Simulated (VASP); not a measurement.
# Ba (Fm-3m) in VASP: a series of runs

One crystal, Ba, is run at these levels: RPBE+D4, TPSS+D3; tasks: equation of state, density of states.

Everything below comes from runs of VASP 6.6.1. Logs are shortened: lines on timing, memory, paths and dates and some standing lists are left out, and cuts for length are marked.

## (1) Starting point

It takes space group Fm-3m (No. 225, cubic). The conventional cell has a = 6.465 Å, b = 6.465 Å, c = 6.465 Å, α = 90.00°, β = 90.00°, γ = 90.00°.

This isn't the form of Ba at room conditions, which is bcc.

## (2) Equation of state, RPBE+D4

The input, run.py:

```python
from ase.calculators.vasp import Vasp
from ase.eos import EquationOfState
from ase.io import Trajectory
from ase.spacegroup import crystal
from ase.units import GPa

atoms = crystal(
    ['Ba'],
    basis=[[0.0, 0.0, 0.0]],
    spacegroup=225,
    setting=1,
    cellpar=[6.46533001, 6.46533001, 6.46533001, 90.0, 90.0, 90.0],
    primitive_cell=True,
)
calc = Vasp(
    directory='calc',
    xc='rpbe',
    pp='PBE',
    setups='recommended',
    prec='Accurate',
    encut=520,
    ediff=1e-06,
    ismear=0,
    sigma=0.1,
    lreal=False,
    lasph=True,
    nelm=100,
    algo='Normal',
    isif=2,
    lwave=False,
    lcharg=False,
    ivdw=13,
    kpts=[7, 7, 7],
    gamma=True,
)
atoms.calc = calc
cell = atoms.cell.copy()
volumes, energies = [], []
traj = Trajectory('eos.traj', 'w')
for x in [0.94, 0.96, 0.98, 1.0, 1.02, 1.04, 1.06]:
    atoms.set_cell(cell * x ** (1 / 3), scale_atoms=True)
    volumes.append(atoms.get_volume())
    energies.append(atoms.get_potential_energy())
    traj.write(atoms)
    print(f'{x:5.2f} {volumes[-1]:12.5f} {energies[-1]:14.6f}')

v0, e0, B = EquationOfState(volumes, energies, eos='murnaghan').fit()
print(f'V0 = {v0:.4f} A^3, E0 = {e0:.6f} eV, B = {B / GPa:.2f} GPa')
```

Potentials or basis: VASP PAW PBE potentials, release 64 (Ba_sv).

Command:

```console
python run.py
```

The program printed:

```text
0.94     63.50968      -1.839117
 0.96     64.86095      -1.880265
 0.98     66.21222      -1.881368
 1.00     67.56349      -1.880951
 1.02     68.91476      -1.879127
 1.04     70.26603      -1.876012
 1.06     71.61730      -1.871713
V0 = 65.8748 A^3, E0 = -1.882778 eV, B = 31.83 GPa
```

OUTCAR:

```text
ENCUT = 520.000000
   EDIFF = 1.00e-06
   GGA = RP
   PREC = Accurate
   ISIF = 2
   ISMEAR = 0
   NELM = 100
   IVDW = 13
   LASPH = .TRUE.
   LREAL = .FALSE.

 ion  position               nearest neighbor table
   1  0.000  0.000  0.000-

  LATTYP: Found a face centered cubic cell.
 ALAT       =     6.5921333794

  Lattice vectors:

 A1 = (   0.0000000000,   3.2960666897,   3.2960666897)
 A2 = (   3.2960666897,   0.0000000000,   3.2960666897)
 A3 = (   3.2960666897,   3.2960666897,   0.0000000000)

Analysis of symmetry for initial positions (statically):
=====================================================================
 Subroutine PRICEL returns:
 Original cell was already a primitive cell.

 Routine SETGRP: Setting up the symmetry group for a
 face centered cubic supercell.

 Subroutine GETGRP returns: Found 48 space group operations
 (whereof 48 operations were pure point group operations)
 out of a pool of 48 trial point group operations.

The static configuration has the point symmetry O_h .

Analysis of symmetry for dynamics (positions and initial velocities):
=====================================================================
 Subroutine PRICEL returns:
 Original cell was already a primitive cell.

 Routine SETGRP: Setting up the symmetry group for a
 face centered cubic supercell.

 Subroutine GETGRP returns: Found 48 space group operations
 (whereof 48 operations were pure point group operations)
 out of a pool of 48 trial point group operations.

The dynamic configuration has the point symmetry O_h .

 Subroutine INISYM returns: Found 48 space group operations
 (whereof 48 operations are pure point group operations),
 and found     1 'primitive' translations

----------------------------------------------------------------------------------------

                                     Primitive cell

  volume of cell :      71.6173

  direct lattice vectors                    reciprocal lattice vectors
     0.000000000  3.296066690  3.296066690    -0.151695960  0.151695960  0.151695960
     3.296066690  0.000000000  3.296066690     0.151695960 -0.151695960  0.151695960
     3.296066690  3.296066690  0.000000000     0.151695960  0.151695960 -0.151695960

  length of vectors
     4.661342215  4.661342215  4.661342215     0.262745110  0.262745110  0.262745110

  position of ions in fractional coordinates (direct lattice)
     0.000000000  0.000000000  0.000000000

  ion indices of the primitive-cell ions
   primitive index   ion index
                 1           1

----------------------------------------------------------------------------------------

 KPOINTS: KPOINTS created by Atomic Simulation Env

Automatic generation of k-mesh.
 Grid dimensions read from file:
 generate k-points for:    7    7    7

 Generating k-lattice:

  Cartesian coordinates                     Fractional coordinates (reciprocal lattice)
    -0.021670851  0.021670851  0.021670851     0.142857143  0.000000000  0.000000000
     0.021670851 -0.021670851  0.021670851     0.000000000  0.142857143  0.000000000
     0.021670851  0.021670851 -0.021670851     0.000000000  0.000000000  0.142857143

  Length of vectors
     0.037535016  0.037535016  0.037535016

  Shift w.r.t. Gamma in fractional coordinates (k-lattice)
     0.000000000  0.000000000  0.000000000

 Subroutine IBZKPT returns following result:
 ===========================================

 Found     20 irreducible k-points:

 Following reciprocal coordinates:
            Coordinates               Weight
  0.000000  0.000000  0.000000      1.000000
  0.142857  0.000000  0.000000      8.000000
  0.285714  0.000000  0.000000      8.000000
  0.428571  0.000000  0.000000      8.000000
  0.142857  0.142857  0.000000      6.000000
  0.285714  0.142857  0.000000     24.000000
[... 12 lines left out ...]
 -0.428571  0.428571  0.142857     24.000000
 -0.285714  0.428571  0.142857     24.000000
   k-points           NKPTS =     20   k-points in BZ     NKDIM =     20   number of bands    NBANDS=      9
   number of dos      NEDOS =    301   number of ions     NIONS =      1
   total plane-waves  NPLWV =  46656
   dimension x,y,z NGX =    36 NGY =   36 NGZ =   36
   dimension x,y,z NGXF=    72 NGYF=   72 NGZF=   72
   ions per type =               1
   NGX,Y,Z   is equivalent  to a cutoff of  12.84, 12.84, 12.84 a.u.
   NGXF,Y,Z  is equivalent  to a cutoff of  25.68, 25.68, 25.68 a.u.
 SYSTEM =  unknown system
   PREC   = accura    normal or accurate (medium, high low for compatibility)
   ISTART =      0    job   : 0-new  1-cont  2-samecut
   ICHARG =      2    charge: 1-file 2-atom 10-const
   ISPIN  =      1    spin polarized calculation?
   LNONCOLLINEAR =      F non collinear calculations
   LSORBIT =      F    spin-orbit coupling
   LASPH  =      T    aspherical Exc in radial PAW
   ENCUT  =  520.0 eV  38.22 Ry    6.18 a.u.   8.67  8.67  8.67*2*pi/ulx,y,z
   NELM   =    100;   NELMIN=  2; NELMDL=  0     # of ELM steps
   EDIFF  = 0.1E-05   stopping-criterion for ELM
   LREAL  =      F    real-space projection
   EDIFFG = 0.1E-04   stopping-criterion for IOM
   NSW    =      0    number of steps for IOM
   IBRION =     -1    ionic relax: 0-MD 1-quasi-New 2-CG
   NFREE  =      0    steps in history (QN), initial steepest desc. (CG)
   ISIF   =      2    stress and relaxation
   ISYM   =      2    0-nonsym 1-usesym 2-fastsym
   POTIM  = 0.5000    time-step for ionic-motion
   TEBEG  =    0.0;   TEEND  =   0.0 temperature during run
   PSTRESS=    0.0 pullay stress
   NELECT =      10.0000    total number of electrons
   NUPDOWN=      -1.0000    fix difference up-down
   EMIN   =  10.00;   EMAX   =-10.00  energy-range for DOS
   EFERMI =   0.00;   METHOD = LEGACY
   ISMEAR =     0;   SIGMA  =   0.10  broadening in eV -4-tet -1-fermi 0-gaus
   EFERMI_NEDOS =   21; number of points for ismear=-14 and -15
   IALGO  =     38    algorithm
   IMIX   =      4    mixing-type and parameters
     AMIX     =   0.40;   BMIX     =  1.00
     AMIX_MAG =   1.60;   BMIX_MAG =  1.00
  volume/ion in A,a.u.               =      71.62       483.30
  Fermi-wavevector in a.u.,A,eV,Ry     =   0.849315  1.604973  9.814374  0.721336
  Thomas-Fermi vector in A             =   1.965117
   LORBIT       =      0    0 simple, 1 ext, 2 COOP (PROOUT), +10 PAW based schemes
   GGA     = RP    functional components
   LHFCALC =     F    Hartree Fock is set to
   AEXX    =    0.0000 exact exchange contribution
   IVDW    =    13    specifies the selected vdW correction
   LEPSILON=     F    determine dielectric tensor
   LRPA    =     F    only Hartree local field effects (RPA)
 non-spin polarized calculation
 Gauss-broadening in eV      SIGMA  =   0.10
  energy-cutoff  :      520.00
  volume of cell :       71.62
 maximum number of plane-waves:      1948
   NGX = 17   NGY = 17   NGZ = 17

 number of electron      10.0000000 magnetization

 Free energy of the ion-electron system (eV)
  ---------------------------------------------------
  ext. energy  EPLUGINS =         0.00000000
  ---------------------------------------------------
  free energy    TOTEN  =        -1.67765200 eV

  energy without entropy =       -1.67041201  energy(sigma->0) =       -1.67403201

 E-fermi :   1.4055     XC(G=0):  -6.9041

 val. band max:        1.3902439731   @ k =   0.4286   0.4286   0.0000
 cond. band min:       1.4361373753   @ k =  -0.4286   0.4286   0.0000
 fundamental gap:      0.0458934022
 Fermi energy:         1.4055049847

 k-point     1 :       0.0000    0.0000    0.0000
  band No.  band energies     occupation
      1     -27.7929      2.00000
      2     -12.8145      2.00000
      3     -12.8145      2.00000
      4     -12.8145      2.00000
      5      -1.3099      2.00000
      6       3.0513      0.00000
      7       3.0513      0.00000
      8       3.0513      0.00000
      9       4.3887      0.00000
[... 217 lines left out ...]
 k-point    20 :      -0.2857    0.4286    0.1429
  band No.  band energies     occupation
      1     -27.7643      2.00000
      2     -13.0181      2.00000
      3     -13.0004      2.00000
      4     -12.9093      2.00000
      5       1.3751      1.33307
      6       1.7030      0.00003
      7       2.1625      0.00000
      8       3.6020      0.00000
      9       5.3409      0.00000

------------------------ aborting loop because EDIFF is reached ----------------------------------------

  DFT-D4 for vdW energy calculation

  Edisp (eV):   -0.19768

  FORCE on cell =-STRESS in cart. coord.  units (eV):
  Direction    XX          YY          ZZ          XY          YZ          ZX
  --------------------------------------------------------------------------------------
  -------------------------------------------------------------------------------------
  Total      -0.25423    -0.25423    -0.25423     0.00000     0.00000     0.00000
  in kB      -5.68751    -5.68751    -5.68751     0.00000     0.00000     0.00000
  external pressure =       -5.69 kB  Pullay stress =        0.00 kB

 VOLUME and BASIS-vectors are now :
 -----------------------------------------------------------------------------
  energy-cutoff  :      520.00
  volume of cell :       71.62
      direct lattice vectors                 reciprocal lattice vectors
     0.000000000  3.296066690  3.296066690    -0.151695960  0.151695960  0.151695960
     3.296066690  0.000000000  3.296066690     0.151695960 -0.151695960  0.151695960
     3.296066690  3.296066690  0.000000000     0.151695960  0.151695960 -0.151695960

 POSITION                                       TOTAL-FORCE (eV/Angst)
 -----------------------------------------------------------------------------------
      0.00000      0.00000      0.00000         0.000000      0.000000      0.000000
 -----------------------------------------------------------------------------------
    total drift:                               -0.000000     -0.000000     -0.000000

  FREE ENERGIE OF THE ION-ELECTRON SYSTEM (eV)
  ---------------------------------------------------
  free  energy   TOTEN  =        -1.8753333452 eV

  energy  without entropy=       -1.8680933575  energy(sigma->0) =       -1.87171335
```

INCAR:

```text
ENCUT = 520.000000
SIGMA = 0.100000
EDIFF = 1.00e-06
ALGO = Normal
GGA = RP
PREC = Accurate
ISIF = 2
ISMEAR = 0
NELM = 100
IVDW = 13
LASPH = .TRUE.
LCHARG = .FALSE.
LWAVE = .FALSE.
LREAL = .FALSE.
```

Run time: 52 s. Hardware: 1 thread of AMD EPYC 9R45 (Zen 5), shared host; peak memory 0.17 GiB.

What came out:

```
Equilibrium volume : 66.68 Å³/atom (rough: see the caveat)
Bulk modulus       : 56 GPa (rough)
```

Energy against volume, from the lowest point:
```tsv
volume (Å³/atom)	energy (meV/atom)
63.510	42.25
64.861	1.10
66.212	0.00
67.563	0.42
68.915	2.24
70.266	5.36
71.617	9.65
```

Caveat: the fit is doubtful: noisy points or a state that changes with volume; the PAW data sets were made with another functional, which shifts forces and pressure a little.

## (3) Density of states, TPSS+D3

The input, run.py:

```python
from ase.calculators.vasp import Vasp
from ase.dft.dos import DOS
from ase.io import read

atoms = read('Ba.cif')
calc = Vasp(
    directory='calc',
    xc='tpss',
    pp='PBE',
    setups='minimal',
    prec='Accurate',
    encut=500,
    ediff=1e-07,
    ismear=-5,
    sigma=0.05,
    lreal=False,
    lasph=True,
    nelm=80,
    algo='Normal',
    isif=2,
    lwave=False,
    lcharg=False,
    lmixtau=True,
    ivdw=11,
    lorbit=10,
    kpts=[7, 7, 7],
    gamma=True,
    nbands=11,
)
atoms.calc = calc

print('energy (eV):', atoms.get_potential_energy())
print('free energy (eV):', atoms.get_potential_energy(force_consistent=True))
print('forces (eV/A):')
print(atoms.get_forces())
print('stress (eV/A^3, Voigt):', atoms.get_stress())
print('Fermi level (eV):', calc.get_fermi_level())
dos = DOS(calc, width=0.05, window=(-10, 10), npts=301)
print('E - E_F (eV), DOS (1/eV)')
for e, g in zip(dos.get_energies(), dos.get_dos()):
    print(f'{e:8.3f} {g:10.4f}')
```

The input, Ba.cif:

```cif
data_Ba
_cell_length_a 4.57167869
_cell_length_b 4.57167869
_cell_length_c 4.57167869
_cell_angle_alpha 60.00000000
_cell_angle_beta 60.00000000
_cell_angle_gamma 60.00000000
_space_group_name_H-M_alt 'P1'
_space_group_name_Hall 'P 1'
_space_group_IT_number 1
loop_
_space_group_symop_operation_xyz
'x,y,z'
loop_
_atom_site_label
_atom_site_type_symbol
_atom_site_symmetry_multiplicity
_atom_site_Wyckoff_symbol
_atom_site_fract_x
_atom_site_fract_y
_atom_site_fract_z
_atom_site_occupancy
Ba1 Ba 1 a 0.0000000000 0.0000000000 0.0000000000 1
```

Potentials or basis: VASP PAW PBE potentials, release 64 (Ba_sv).

Command:

```console
python run.py
```

The program printed:

```text
energy (eV): -9.6838807
free energy (eV): -9.6838807
forces (eV/A):
[[-0. -0.  0.]]
stress (eV/A^3, Voigt): [ 0.00465591  0.00465591  0.00465591 -0.         -0.          0.        ]
Fermi level (eV): 1.43816568
E - E_F (eV), DOS (1/eV)
 -10.000     0.0000
  -9.933     0.0000
  -9.867     0.0000
  -9.800     0.0000
  -9.733     0.0000
  -9.667     0.0000
[... 293 lines left out ...]
   9.933     0.0000
  10.000     0.0000
```

OUTCAR:

```text
ENCUT = 500.000000
   EDIFF = 1.00e-07
   METAGGA = TPSS
   PREC = Accurate
   ISIF = 2
   ISMEAR = -5
   LORBIT = 10
   NELM = 80
   IVDW = 11
   LASPH = .TRUE.
[... 499 lines left out ...]
 -----------------------------------------------------------------------------------
    total drift:                               -0.000000     -0.000000     -0.000000

  FREE ENERGIE OF THE ION-ELECTRON SYSTEM (eV)
  ---------------------------------------------------
  free  energy   TOTEN  =        -9.6838806980 eV

  energy  without entropy=       -9.6838806980  energy(sigma->0) =       -9.68388070

 total charge

# of ion       s       p       d       tot
------------------------------------------
    1        2.063   5.567   0.239   7.868
```

Run time: 1.8 min. Hardware: 1 thread of AMD EPYC 9R45 (Zen 5), shared host; peak memory 0.2 GiB.

Results:

| Quantity | Value |
| --- | --- |
| Free energy | -9.6839 eV |
| Pressure | -0.7 GPa |
| Band gap on the k mesh | none (metal or under the smearing width) |
| Valence electrons inside the program's atomic spheres | Ba 7.87 |
| Dispersion energy per atom | -0.152 eV |

Levels at points of the mesh, in eV from the Fermi level:
```
           k point  band 1  band 2  band 3  band 4  band 5  band 6  band 7  band 8  band 9  band 10
(0.00, 0.00, 0.00)  -29.29  -14.20  -14.20  -14.20   -2.68    1.76    1.76    1.76    3.23     3.23
```

States per cell in windows of 0.5 eV (zero at the Fermi level; states under -8 eV left out):
```tsv
from (eV)	total	Ba1_d	Ba1_s	Ba1_p
-8.0	0.00	0.00	0.00	0.00
-7.5	0.00	0.00	0.00	0.00
-7.0	0.00	0.00	0.00	0.00
-6.5	0.00	0.00	0.00	0.00
-6.0	0.00	0.00	0.00	0.00
-5.5	0.00	0.00	0.00	0.00
-5.0	0.00	0.00	0.00	0.00
-4.5	0.00	0.00	0.00	0.00
-4.0	0.00	0.00	0.00	0.00
-3.5	0.00	0.00	0.00	0.00
-3.0	0.00	0.00	0.00	0.00
-2.5	0.08	0.00	0.01	0.00
-2.0	0.18	0.00	0.02	0.00
-1.5	0.23	0.01	0.02	0.01
-1.0	0.70	0.08	0.04	0.02
-0.5	0.83	0.15	0.03	0.02
0.0	0.84	0.23	0.00	0.02
0.5	1.34	0.34	0.00	0.05
1.0	1.36	0.41	0.01	0.04
1.5	0.55	0.24	0.00	0.00
2.0	1.17	0.52	0.00	0.01
2.5	0.88	0.41	0.00	0.01
3.0	0.55	0.28	0.00	0.01
3.5	1.10	0.58	0.01	0.01
4.0	1.55	0.87	0.03	0.01
4.5	0.59	0.27	0.03	0.01
5.0	0.23	0.08	0.02	0.00
5.5	1.15	0.40	0.08	0.03
6.0	0.34	0.07	0.02	0.01
6.5	0.29	0.04	0.01	0.00
7.0	0.03	0.01	0.00	0.00
7.5	0.00	0.00	0.00	0.00
```

Caveat: the PAW data sets were made with another functional, which shifts forces and pressure a little; pairwise dispersion overbinds metals, which lowers pressure and volume.

## (4) For comparison

An earlier run on the cell as given: functional PBE; potentials or basis VASP PAW PBE potentials, release 64 (Ba_sv); cutoff 520 eV; k mesh 7 × 7 × 7; occupations fermi-dirac, width 0.05 eV; no spin polarisation.

- Pressure: -0.3 GPa
- Band gap on the k mesh: none (metal or under the smearing width)

## (5) Overview

```tsv
task	level	cutoff (eV)	smearing	gap on the mesh (eV)	pressure (GPa)
equation of state	RPBE+D4	520	gaussian 0.1 eV	-	-
density of states	TPSS+D3	500	tetrahedron	none	-0.7
single point	PBE	520	fermi-dirac 0.05 eV	none	-0.3
```

Alike in all rows: potentials or basis VASP PAW PBE potentials, release 64 (Ba_sv); no spin polarisation; cell as given; k mesh 7 × 7 × 7.

Caveats: the PAW data sets were made with another functional, which shifts forces and pressure a little (some runs); the fit is doubtful: noisy points or a state that changes with volume (some runs); pairwise dispersion overbinds metals, which lowers pressure and volume (some runs).

Absolute energies hang on the potentials; compare differences alone.
